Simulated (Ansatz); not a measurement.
A run of Ansatz 0.2.0 is set up as follows.

Contents of input.yaml:

```yaml
crystal:
  lattice:
    - [0.0, 2.7218511865, 2.7218511865]
    - [2.7218511865, 0.0, 2.7218511865]
    - [2.7218511865, 2.7218511865, 0.0]
  atoms:
    - { symbol: Si, position: [0.5, 0.5, 0.5] }
    - { symbol: Si, position: [0.75, 0.75, 0.75] }
hamiltonian:
  xc: r2scan
  pseudopotentials: { kind: paw }
kpoints:
  mp_grid: { grid: [8, 8, 8] }
scf:
  occupations: { method: fermi_dirac, width: 0.05 }
output:
  forces: true
  stress: true
  eigenvalues: true
  write_density: true
  write_potential: true
  elf: true
  volumetric_format: npy
relax:
  f_tol: 0.01
  max_steps: 40
  cell: { stress_tol: 0.05 }
```

Potentials or basis: Ansatz PAW.

Run with:

```console
$ ansatz run input.yaml --threads 2 --pin off --max-ram 5632MiB --backend cpu --events-out ev --progress --plain --runs-dir out
```

(1) Estimate the band gap on the k mesh.

Answers

(1) 0.81 eV, indirect (least direct gap 2.74 eV).

Caveat: the plane-wave basis is chosen anew once the cell has moved, so the energies of steps on either side of that aren't comparable.
